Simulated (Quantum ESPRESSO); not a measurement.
PtSe2 (Sudovikovite):

```
Pt Se
1.0
     3.72400    0.00000    0.00000
    -1.86200    3.22508    0.00000
     0.00000    0.00000    5.06200
Pt Se
1 2
Direct
  0.00000 0.00000 0.00000
  0.66667 0.33333 0.75000
  0.33333 0.66667 0.25000
```

| Item | Value |
| --- | --- |
| Program | Quantum ESPRESSO 7.5 |
| Task | phonons |
| Functional | PBEsol |
| Potentials or basis | GBRV 1.5 PBEsol |
| Cutoff | 612 eV |
| Density cutoff | 4898 eV |
| k mesh | 4 × 4 × 2, shifted |
| Occupations | fermi-dirac, width 0.05 eV |
| Spin | no spin polarisation |
| Target pressure | 15 GPa |
| Mixing beta | 0.5 |
| Most SCF iterations | 120 |
| SCF threshold | 6e-10 Ry |

The cell and the atoms were relaxed first at 15 GPa, to 17.15 Å³/atom (a = 3.713 Å, b = 3.713 Å, c = 4.308 Å, α = 90.00°, β = 90.00°, γ = 120.00°), and the response was taken there.

Task: Which optical modes does the crystal have at the zone centre, and which show in infrared and Raman spectra?

Result: The optical modes are Eg + A1g + A2u + Eu. Infrared active: A2u + Eu. Raman active: Eg + A1g.

Optical modes at Γ, degenerate ones joined:
| cm⁻¹ | components | symmetry | active in |
| --- | --- | --- | --- |
| 178 | 2 | Eg | Raman |
| 204 | 1 | A1g | Raman |
| 227 | 1 | A2u | IR |
| 239 | 2 | Eu | IR |

Caveat: the k mesh is coarse (spacing up to 0.62 Å⁻¹), so the values aren't converged; the mesh is thin for the phonons of a metal; the volume moved by over 15 % at a fixed basis, so the end points are rough; the cell is more than 3 GPa from zero pressure, which shifts response properties; the layers were relaxed without a dispersion term, so their spacing and the soft interlayer modes are unreliable.
